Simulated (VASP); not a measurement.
# BaTiO3 (Amm2) in VASP: further runs

One crystal, BaTiO3, is run at these levels: LDA; tasks: relaxation of cell and atoms.

Program: VASP 6.6.1. These are calculated values, not measurements. Logs are shortened: lines on timing, memory, paths and dates and some standing lists are left out, and cuts for length are marked.

### 1 Starting point

It takes space group Amm2 (No. 38, orthorhombic). Conventional cell: a = 3.986 Å, b = 5.674 Å, c = 5.690 Å, α = 90.00°, β = 90.00°, γ = 90.00°. Ba (site symmetry mm2) has 12 O at 2.77 to 2.92 Å as nearest neighbours. Ti (site symmetry mm2) is surrounded by 6 O at 1.93 to 2.09 Å. O (site symmetry mm2) has 2 Ti at 2.00 Å as nearest neighbours. O (site symmetry m) is surrounded by 2 Ti at 1.93 to 2.09 Å.

### 2 Relaxation of cell and atoms, LDA

File INCAR:

```
SYSTEM = BaTiO3
ALGO     = Normal         ! electronic algorithm
EDIFF    = 1E-7           ! SCF threshold, eV
EDIFFG   = -0.002         ! ionic threshold
ENCUT    = 520            ! plane-wave cutoff, eV
IBRION   = 2              ! ionic algorithm
ISIF     = 3              ! what is computed and relaxed
ISMEAR   = 0              ! smearing method
KPAR     = 8            
LASPH    = .True.         ! aspherical terms in the spheres
LCHARG   = .False.        ! write CHGCAR
LREAL    = .False.        ! projectors in reciprocal space
LWAVE    = .False.        ! write WAVECAR
NELM     = 80             ! most SCF steps
NSW      = 80             ! ionic steps
PREC     = Accurate       ! precision mode
SIGMA    = 0.02           ! smearing width, eV
```

File KPOINTS:

```
k-points
0
Gamma
  8 8 8
  0 0 0
```

File POSCAR:

```
BaTiO3
1.0
    3.9855000000      0.0000000000      0.0000000000
    0.0000000000      2.8369000000      2.8451500000
    0.0000000000     -2.8369000000      2.8451500000
Ba Ti O
1 1 3
Direct
    0.0000000000      0.0000000000      0.0000000000
    0.5000000000      0.5124000000      0.5124000000
    0.0000000000      0.4874000000      0.4874000000
    0.5000000000      0.5052400000      0.9918400000
    0.5000000000      0.9918400000      0.5052400000
```

Potentials or basis: VASP PAW LDA potentials, release 64 (Ba_sv, Ti_sv, O).

Started as:

```sh
> cat potpaw_LDA.64/Ba_sv/POTCAR potpaw_LDA.64/Ti_sv/POTCAR potpaw_LDA.64/O/POTCAR > POTCAR
> mpirun -np 8 vasp_std > vasp.out
```

OUTCAR:

```text
SYSTEM = BaTiO3
   EDIFF = 1E-7
   EDIFFG = -0.002
   ENCUT = 520
   IBRION = 2
   ISIF = 3
   ISMEAR = 0
   LASPH = .True.
   LREAL = .False.
   NELM = 80
   NSW = 80
   PREC = Accurate

 ion  position               nearest neighbor table
   1  0.000  0.000  0.000-   3 2.77   4 2.81   5 2.81   4 2.81   5 2.81   3 2.84   3 2.84   4 2.84
                             5 2.84   5 2.84   4 2.84   3 2.92   2 3.42   2 3.42   2 3.47   2 3.47
   2  0.500  0.512  0.512-   4 1.93   5 1.93   3 2.00   3 2.00   5 2.09   4 2.09   1 3.42   1 3.42
                             1 3.47   1 3.47   1 3.47   1 3.47   1 3.53   1 3.53
   3  0.000  0.487  0.487-   2 2.00   2 2.00   1 2.77   1 2.84   1 2.84   1 2.92
   4  0.500  0.505  0.992-   2 1.93   2 2.09   1 2.81   1 2.81   1 2.84   1 2.84
   5  0.500  0.992  0.505-   2 1.93   2 2.09   1 2.81   1 2.81   1 2.84   1 2.84

  LATTYP: Found a base centered orthorhombic cell.
 ALAT       =     5.6738000000
 B/A-ratio  =     1.0029081039
 C/A-ratio  =     0.7024392823

  Lattice vectors:

 A1 = (   0.0000000000,   2.8369000000,  -2.8451500000)
 A2 = (   0.0000000000,   2.8369000000,   2.8451500000)
 A3 = (   3.9855000000,   0.0000000000,   0.0000000000)

Analysis of symmetry for initial positions (statically):
=====================================================================
 Subroutine PRICEL returns:
 Original cell was already a primitive cell.

 Routine SETGRP: Setting up the symmetry group for a
 base centered orthorhombic supercell.

 Subroutine GETGRP returns: Found  4 space group operations
 (whereof  4 operations were pure point group operations)
 out of a pool of  8 trial point group operations.

The static configuration has the point symmetry C_2v.

Analysis of symmetry for dynamics (positions and initial velocities):
=====================================================================
 Subroutine PRICEL returns:
 Original cell was already a primitive cell.

 Routine SETGRP: Setting up the symmetry group for a
 base centered orthorhombic supercell.

 Subroutine GETGRP returns: Found  4 space group operations
 (whereof  4 operations were pure point group operations)
 out of a pool of  8 trial point group operations.

The dynamic configuration has the point symmetry C_2v.

 Subroutine INISYM returns: Found  4 space group operations
 (whereof  4 operations are pure point group operations),
 and found     1 'primitive' translations

----------------------------------------------------------------------------------------

                                     Primitive cell

  volume of cell :      64.3372
[... 122 lines left out ...]
   AEXX    =    0.0000 exact exchange contribution
   IVDW    =     0    specifies the selected vdW correction
   LEPSILON=     F    determine dielectric tensor
   LRPA    =     F    only Hartree local field effects (RPA)
 conjugate gradient relaxation of ions
 non-spin polarized calculation
 Gauss-broadening in eV      SIGMA  =   0.02
  energy-cutoff  :      520.00
  volume of cell :       64.34
 maximum number of plane-waves:      1761
 NGX is ok and might be reduce to    30
   NGX = 15   NGY = 15   NGZ = 15

--------------------------------------- Ionic step        1  -------------------------------------------

 number of electron      39.9999995 magnetization

 Free energy of the ion-electron system (eV)
  ---------------------------------------------------
  ext. energy  EPLUGINS =         0.00000000
  ---------------------------------------------------
  free energy    TOTEN  =       -44.10158168 eV

  energy without entropy =      -44.10158168  energy(sigma->0) =      -44.10158168

------------------------ aborting loop because EDIFF is reached ----------------------------------------

  FORCE on cell =-STRESS in cart. coord.  units (eV):
  Direction    XX          YY          ZZ          XY          YZ          ZX
  --------------------------------------------------------------------------------------
  -------------------------------------------------------------------------------------
  Total       -2.6118905     -2.5400090     -2.7934764      0.0000000      0.0000000      0.0000000
  in kB      -65.0434454    -63.2533952    -69.5654469      0.0000000      0.0000000      0.0000000
  external PRESSURE =     -65.9540958 kB  Pullay stress =       0.0000000 kB
[... 98 lines left out ...]
  FREE ENERGIE OF THE ION-ELECTRON SYSTEM (eV)
  ---------------------------------------------------
  free  energy   TOTEN  =       -44.1555215280 eV

  energy  without entropy=      -44.1555215280  energy(sigma->0) =      -44.15552153

[... ionic steps 4 to 19 ...]

--------------------------------------- Ionic step       20  -------------------------------------------

 number of electron      40.0000000 magnetization

------------------------ aborting loop because EDIFF is reached ----------------------------------------
[... 73 lines left out ...]
--------------------------------------- Ionic step       22  -------------------------------------------

 number of electron      40.0000000 magnetization

 Free energy of the ion-electron system (eV)
  ---------------------------------------------------
  ext. energy  EPLUGINS =         0.00000000
  ---------------------------------------------------
  free energy    TOTEN  =       -44.16733754 eV

  energy without entropy =      -44.16733754  energy(sigma->0) =      -44.16733754

 E-fermi :   3.9494     XC(G=0): -11.8903

 val. band max:        3.7678257576   @ k =   0.5000   0.5000   0.5000
 cond. band min:       5.7040109604   @ k =   0.0000   0.0000   0.0000
 fundamental gap:      1.9361852028
 Fermi energy:         3.9494470022

 k-point     1 :       0.0000    0.0000    0.0000
  band No.  band energies     occupation
      1     -51.8575      2.00000
      2     -28.5223      2.00000
      3     -28.5171      2.00000
      4     -28.4932      2.00000
      5     -20.8423      2.00000
      6     -12.8769      2.00000
[... 637 lines left out ...]
     23       7.8041      0.00000
     24       8.8717      0.00000

 [... further k-points ...]

------------------------ aborting loop because EDIFF is reached ----------------------------------------

  FORCE on cell =-STRESS in cart. coord.  units (eV):
  Direction    XX          YY          ZZ          XY          YZ          ZX
  --------------------------------------------------------------------------------------
  -------------------------------------------------------------------------------------
  Total        0.0006795     -0.0038288      0.0034481      0.0000000      0.0000000      0.0000000
  in kB        0.0175136     -0.0986882      0.0888751      0.0000000      0.0000000      0.0000000
  external PRESSURE =       0.0025669 kB  Pullay stress =       0.0000000 kB
[... 20 lines left out ...]
  FREE ENERGIE OF THE ION-ELECTRON SYSTEM (eV)
  ---------------------------------------------------
  free  energy   TOTEN  =       -44.1673375387 eV

  energy  without entropy=      -44.1673375387  energy(sigma->0) =      -44.16733754

 reached required accuracy - stopping structural energy minimisation
```

It took 4.3 min on 8 MPI ranks of Intel Xeon 6975P-C (Granite Rapids), shared host; peak memory 0.28 GiB.

Results:

- Free energy: -44.1673 eV
- Relaxed volume: 12.43 Å³/atom
- Relaxed cell: a = 3.940 Å, b = 3.972 Å, c = 3.972 Å, α = 89.91°, β = 90.00°, γ = 90.00°
- Space group after relaxing (to 0.05 Å): Amm2 (No. 38)
- Energy gained by relaxing: 13.2 meV/atom
- Ionic steps: 22
- Pressure after relaxing: 0.0 GPa
- Band gap on the k mesh: 1.94 eV, indirect (least direct gap 2.18 eV)

The path:
```csv
step,energy change (eV),largest force (eV/Å),pressure (GPa),volume (Å³)
1,0.0000,0.2951,-6.60,64.34
2,0.0122,0.3805,8.90,59.53
3,-0.0539,0.2021,0.16,61.99
4,-0.0539,0.2023,0.30,61.94
5,-0.0591,0.1486,0.27,61.95
6,-0.0643,0.0688,0.22,61.97
7,-0.0654,0.0513,-0.28,62.18
8,-0.0654,0.0526,-0.26,62.17
9,-0.0655,0.0203,0.42,61.99
10,-0.0656,0.0242,0.09,62.08
11,-0.0657,0.0092,0.03,62.11
12,-0.0657,0.0097,0.01,62.13
13,-0.0657,0.0092,0.01,62.13
14,-0.0657,0.0065,0.01,62.12
15,-0.0657,0.0086,0.01,62.13
16,-0.0657,0.0066,0.00,62.14
17,-0.0657,0.0093,-0.07,62.18
18,-0.0657,0.0080,-0.06,62.16
19,-0.0657,0.0056,-0.03,62.16
20,-0.0658,0.0045,0.01,62.15
21,-0.0658,0.0032,0.01,62.15
22,-0.0658,0.0005,0.00,62.16
```

Final structure:
```
CELL_PARAMETERS angstrom
3.93967 0.00000 0.00000
0.00000 2.80646 2.81101
0.00000 -2.80646 2.81101
ATOMIC_POSITIONS crystal
Ba 0.00000 0.00453 0.00453
Ti 0.50000 0.51511 0.51511
O 0.00000 0.49375 0.49375
O 0.50000 0.49484 0.98864
O 0.50000 0.98864 0.49484
```

Caveat: spin-orbit coupling is left out, which moves the levels of the heavy elements. A k mesh can miss the band edges.

### 3 Relaxation of cell and atoms, LDA

This run uses another cell than the first one, of 12.43 Å³/atom, 0.966 times its volume.

INCAR is that of step 2.

KPOINTS is that of step 2.

File POSCAR:

```
BaTiO3                                  
1.0
    3.9396736484      0.0000000000      0.0000000000
    0.0000000000      2.8064581704      2.8110056176
    0.0000000000     -2.8064581704      2.8110056176
  Ba              Ti              O             
     1     1     3
Direct
     0.0000000000000000    0.0045350785090208    0.0045350785090208
     0.5000000000000000    0.5151149984416823    0.5151149984416823
     0.0000000000000000    0.4937487834783247    0.4937487834783247
     0.5000000000000000    0.4948408292409899    0.9886403103299868
     0.5000000000000000    0.9886403103299868    0.4948408292409899
```

Potentials or basis: VASP PAW LDA potentials, release 64 (Ba_sv, Ti_sv, O).

Started as:

```sh
> cat potpaw_LDA.64/Ba_sv/POTCAR potpaw_LDA.64/Ti_sv/POTCAR potpaw_LDA.64/O/POTCAR > POTCAR
> mpirun -np 8 vasp_std > vasp.out
```

OUTCAR:

```text
SYSTEM = BaTiO3
   EDIFF = 1E-7
   EDIFFG = -0.002
   ENCUT = 520
   IBRION = 2
   ISIF = 3
   ISMEAR = 0
   LASPH = .True.
   LREAL = .False.
   NELM = 80
   NSW = 80
   PREC = Accurate

 ion  position               nearest neighbor table
   1  0.000  0.005  0.005-   3 2.75   4 2.77   5 2.77   4 2.77   5 2.77   3 2.81   3 2.81   5 2.83
                             4 2.83   5 2.83   4 2.83   3 2.87   2 3.38   2 3.38   2 3.43   2 3.43
   2  0.500  0.515  0.515-   4 1.88   5 1.88   3 1.97   3 1.97   5 2.09   4 2.09   1 3.38   1 3.38
                             1 3.43   1 3.43   1 3.43   1 3.43   1 3.48   1 3.48
   3  0.000  0.494  0.494-   2 1.97   2 1.97   1 2.75   1 2.81   1 2.81   1 2.87
   4  0.500  0.495  0.989-   2 1.88   2 2.09   1 2.77   1 2.77   1 2.83   1 2.83
   5  0.500  0.989  0.495-   2 1.88   2 2.09   1 2.77   1 2.77   1 2.83   1 2.83

  LATTYP: Found a base centered orthorhombic cell.
 ALAT       =     5.6129163408
 B/A-ratio  =     1.0016203510
 C/A-ratio  =     0.7018942399

  Lattice vectors:

 A1 = (   0.0000000000,   2.8064581704,  -2.8110056176)
 A2 = (   0.0000000000,   2.8064581704,   2.8110056176)
 A3 = (   3.9396736484,   0.0000000000,   0.0000000000)

Analysis of symmetry for initial positions (statically):
=====================================================================
 Subroutine PRICEL returns:
 Original cell was already a primitive cell.

 Routine SETGRP: Setting up the symmetry group for a
 base centered orthorhombic supercell.

 Subroutine GETGRP returns: Found  4 space group operations
 (whereof  4 operations were pure point group operations)
 out of a pool of  8 trial point group operations.

The static configuration has the point symmetry C_2v.

Analysis of symmetry for dynamics (positions and initial velocities):
=====================================================================
 Subroutine PRICEL returns:
 Original cell was already a primitive cell.

 Routine SETGRP: Setting up the symmetry group for a
 base centered orthorhombic supercell.

 Subroutine GETGRP returns: Found  4 space group operations
 (whereof  4 operations were pure point group operations)
 out of a pool of  8 trial point group operations.

[... 134 lines left out ...]
   IVDW    =     0    specifies the selected vdW correction
   LEPSILON=     F    determine dielectric tensor
   LRPA    =     F    only Hartree local field effects (RPA)
 conjugate gradient relaxation of ions
 non-spin polarized calculation
 Gauss-broadening in eV      SIGMA  =   0.02
  energy-cutoff  :      520.00
  volume of cell :       62.16
 maximum number of plane-waves:      1719
 NGX is ok and might be reduce to    30
   NGX = 15   NGY = 15   NGZ = 15

 number of electron      40.0000000 magnetization

 Free energy of the ion-electron system (eV)
  ---------------------------------------------------
  ext. energy  EPLUGINS =         0.00000000
  ---------------------------------------------------
  free energy    TOTEN  =       -44.16498759 eV

  energy without entropy =      -44.16498759  energy(sigma->0) =      -44.16498759

 E-fermi :   3.9521     XC(G=0): -11.8903

 val. band max:        3.7680298588   @ k =   0.5000   0.5000   0.5000
 cond. band min:       5.7037238777   @ k =   0.0000   0.0000   0.0000
 fundamental gap:      1.9356940189
 Fermi energy:         3.9520787597

 k-point     1 :       0.0000    0.0000    0.0000
  band No.  band energies     occupation
      1     -51.8579      2.00000
      2     -28.5227      2.00000
      3     -28.5175      2.00000
      4     -28.4936      2.00000
      5     -20.8421      2.00000
      6     -12.8767      2.00000
[... 637 lines left out ...]
     23       7.8038      0.00000
     24       8.8715      0.00000

 [... further k-points ...]

------------------------ aborting loop because EDIFF is reached ----------------------------------------

  FORCE on cell =-STRESS in cart. coord.  units (eV):
  Direction    XX          YY          ZZ          XY          YZ          ZX
  --------------------------------------------------------------------------------------
  -------------------------------------------------------------------------------------
  Total        0.0003111     -0.0029702      0.0077625      0.0000000      0.0000000      0.0000000
  in kB        0.0080181     -0.0765581      0.2000792      0.0000000      0.0000000      0.0000000
  external PRESSURE =       0.0438464 kB  Pullay stress =       0.0000000 kB

 VOLUME and BASIS-vectors are now :
 -----------------------------------------------------------------------------
  energy-cutoff  :      520.00
  volume of cell :       62.16
      direct lattice vectors                 reciprocal lattice vectors
     3.939673648  0.000000000  0.000000000     0.253828131  0.000000000  0.000000000
     0.000000000  2.806458170  2.811005618     0.000000000  0.178160503  0.177872288
     0.000000000 -2.806458170  2.811005618     0.000000000 -0.178160503  0.177872288

 POSITION                                       TOTAL-FORCE (eV/Angst)
 -----------------------------------------------------------------------------------
      0.00000      0.00000      0.02550         0.000000      0.000000     -0.000050
      1.96984      0.00000      2.89598         0.000000      0.000000     -0.000501
      0.00000      0.00000      2.77586         0.000000      0.000000     -0.000077
      1.96984     -1.38583      4.17007         0.000000      0.000159      0.000314
      1.96984      1.38583      4.17007         0.000000     -0.000159      0.000314
 -----------------------------------------------------------------------------------
    total drift:                                0.000000      0.000002     -0.000313

  FREE ENERGIE OF THE ION-ELECTRON SYSTEM (eV)
  ---------------------------------------------------
  free  energy   TOTEN  =       -44.1649875864 eV

  energy  without entropy=      -44.1649875864  energy(sigma->0) =      -44.16498759

 reached required accuracy - stopping structural energy minimisation
```

OSZICAR:

```text
N       E                     dE             d eps       ncg     rms          rms(c)
DAV:   1     0.451188032503E+03    0.45119E+03   -0.21615E+04  5040   0.182E+03
DAV:   2    -0.885035130621E+01   -0.46004E+03   -0.45169E+03  6360   0.493E+02
DAV:   3    -0.527039697105E+02   -0.43854E+02   -0.43022E+02  7400   0.145E+02
DAV:   4    -0.545145156624E+02   -0.18105E+01   -0.18096E+01  7248   0.268E+01
DAV:   5    -0.545721688708E+02   -0.57653E-01   -0.57651E-01  7016   0.357E+00    0.236E+01
DAV:   6    -0.444078654369E+02    0.10164E+02   -0.72094E+01  7848   0.791E+01    0.103E+01
DAV:   7    -0.443479713875E+02    0.59894E-01   -0.11843E+01  6360   0.260E+01    0.688E+00
DAV:   8    -0.441674070197E+02    0.18056E+00   -0.11392E+00  6920   0.106E+01    0.258E+00
DAV:   9    -0.441783388527E+02   -0.10932E-01   -0.20008E-01  6400   0.315E+00    0.107E+00
DAV:  10    -0.441661546186E+02    0.12184E-01   -0.89140E-02  6784   0.300E+00    0.368E-01
DAV:  11    -0.441651232533E+02    0.10314E-02   -0.95400E-03  7488   0.732E-01    0.901E-02
DAV:  12    -0.441650087138E+02    0.11454E-03   -0.13986E-03  6464   0.376E-01    0.409E-02
DAV:  13    -0.441649875556E+02    0.21158E-04   -0.13914E-04  7024   0.814E-02    0.801E-03
DAV:  14    -0.441649886927E+02   -0.11371E-05   -0.12401E-05  7584   0.340E-02    0.133E-02
DAV:  15    -0.441649875177E+02    0.11750E-05   -0.49324E-06  6424   0.204E-02    0.270E-03
DAV:  16    -0.441649875864E+02   -0.68696E-07   -0.34231E-07  4856   0.576E-03
   1 F= -.44164988E+02 E0= -.44164988E+02  d E =-.441650E+02
```

It took 17 s on 8 MPI ranks of Intel Xeon 6975P-C (Granite Rapids), shared host; peak memory 0.26 GiB.

What came out:

```
Free energy             : -44.1650 eV
Pressure after relaxing : 0.0 GPa
Band gap on the k mesh  : 1.94 eV, indirect (least direct gap 2.18 eV)
```

Final structure:
```
Ba Ti O
1.0
     3.93967    0.00000    0.00000
     0.00000    2.80646    2.81101
     0.00000   -2.80646    2.81101
Ba Ti O
1 1 3
Cartesian
  0.0000 0.0000 0.0255
  1.9698 0.0000 2.8960
  0.0000 0.0000 2.7759
  1.9698 -1.3858 4.1701
  1.9698 1.3858 4.1701
```

Caveat: the relaxation stopped at its first step, so nothing moved; spin-orbit coupling is left out, which moves the levels of the heavy elements. As with any semilocal functional, this LDA gap is likely too small.
